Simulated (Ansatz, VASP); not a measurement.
Os in VASP and in Ansatz

The input INCAR:

```
SYSTEM = Os
  ALGO = Normal
  EDIFF = 1E-7
  ENCUT = 520
  GGA = PE
  ISIF = 2
  ISMEAR = -1
  LASPH = .TRUE.
  LCHARG = .FALSE.
  LREAL = .FALSE.
  LWAVE = .FALSE.
  NBANDS = 10
  NELM = 80
  PREC = Accurate
  SIGMA = 0.05
```

File KPOINTS:

```
k-points
0
G
  12 12 12
  0 0 0
```

File POSCAR:

```
Os
1.0
    0.0000000000      1.9052949815      1.9052949815
    1.9052949815      0.0000000000      1.9052949815
    1.9052949815      1.9052949815      0.0000000000
Os
1
Direct
    0.0000000000      0.0000000000      0.0000000000
```

Contents of input.yaml:

```yaml
crystal:
  lattice:
    - [0.0, 1.9052949815, 1.9052949815]
    - [1.9052949815, 0.0, 1.9052949815]
    - [1.9052949815, 1.9052949815, 0.0]
  atoms:
    - { symbol: Os, position: [0.0, 0.0, 0.0] }
hamiltonian:
  xc: pbe
  pseudopotentials: { kind: paw }
kpoints:
  mp_grid: { grid: [12, 12, 12] }
scf:
  occupations: { method: fermi_dirac, width: 0.05 }
output:
  forces: true
  stress: true
  eigenvalues: true
```

Change from the starting cell: volume scaled by 0.94.

Alike in both runs: task single point; functional PBE; k mesh 12 × 12 × 12; occupations fermi-dirac, width 0.05 eV; no spin polarisation.

```csv
,VASP,Ansatz
version,VASP 6.6.1,Ansatz 0.2.0
potentials or method,"VASP PAW PBE potentials, release 64 (Os)",Ansatz PAW
plane-wave cutoff (eV),520,420
valence electrons in the cell,8,16
```

|  | VASP | Ansatz | Ansatz less VASP |
| --- | --- | --- | --- |
| gap on the k mesh at the Fermi level (eV) | none | none | - |
| pressure (GPa) | 14.9 | 14.6 | -0.24 |

A gap of «none» marks a metal or a gap that the smearing closes. The two sets of potentials don't hold the same shells in valence.

The runs have no spin-orbit coupling, so splittings on Os are missing.
